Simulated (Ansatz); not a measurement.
An elastic constant from a strain scan in Y

Computed with DFT PBE, scalar-relativistic, plane waves, PAW in Ansatz 0.2.0. The runs took a 420 eV cutoff, a Γ-centred 18×18×8 mesh and Gaussian smearing (0.15 eV). No spin polarisation. Energies are free energies at this smearing, counted from the undisturbed cell; pressure is positive in compression.

The undisturbed cell (as given, not relaxed at this level; it stands at -0.4 GPa):

```
CELL_PARAMETERS angstrom
3.65150 0.00000 0.00000
-1.82575 3.16229 0.00000
0.00000 0.00000 5.74740
ATOMIC_POSITIONS crystal
Y 0.33333 0.66667 0.25000
Y 0.66667 0.33333 0.75000
```

The cell is strained by ε times the Voigt pattern (0, 0, 0, 1, 0, 0) (xx, yy, zz, yz, xz, xy; engineering shear) with fractional coordinates fixed. The cell holds 2 atoms in V0 = 66.37 Å³. The stress column is τ = (1/V0) dE/dε, got from the stress tensor σ (compression positive) at each point as −det(1 + εP) σ : P(1 + εP)⁻¹, with P the pattern as a tensor.

```csv
ε,ΔE (meV/atom),τ (GPa)
-0.0525,6.724,-1.236
-0.0450,4.942,-1.060
-0.0375,3.432,-0.883
-0.0300,2.197,-0.707
-0.0225,1.236,-0.530
-0.0150,0.549,-0.354
-0.0075,0.137,-0.177
0.0000,0.000,0.000
0.0075,0.137,0.177
0.0150,0.549,0.354
0.0225,1.236,0.530
0.0300,2.197,0.707
0.0375,3.432,0.883
0.0450,4.942,1.060
0.0525,6.724,1.236
0.0600,?,?
```

Which combination of elastic constants does this scan measure, and how large is it?

For small ε, τ = τ0 + Kε with K = pᵀCp, which for this pattern is C44 in the Cartesian frame shown. The parabola through τ at ε = -0.0075, 0 and 0.0075 has slope K = 23.6 GPa at zero. The energies per cell, E = NΔE, of the same two points give K = 2[E(ε₊)/ε₊ − E(ε₋)/ε₋]/[(ε₊ − ε₋)V0] = 23.6 GPa, in agreement. These are clamped-ion values. The start is under stress, which shifts K from the elastic constant by about the size of that stress.

Predict the withheld row at ε = 0.0600 from the harmonic law, and compare.

ΔE = V0(τ0 ε + Kε²/2)/N = 8.791 meV/atom and τ = 1.41 GPa. The calculation gives 8.780 meV/atom and 1.41 GPa, a miss of 0.1 % of the harmonic energy, so the harmonic law still holds here.

Forces appear on the atoms along this scan, and letting them relax would lower the energy and soften the response. In a metal these slopes depend on the k mesh and the smearing.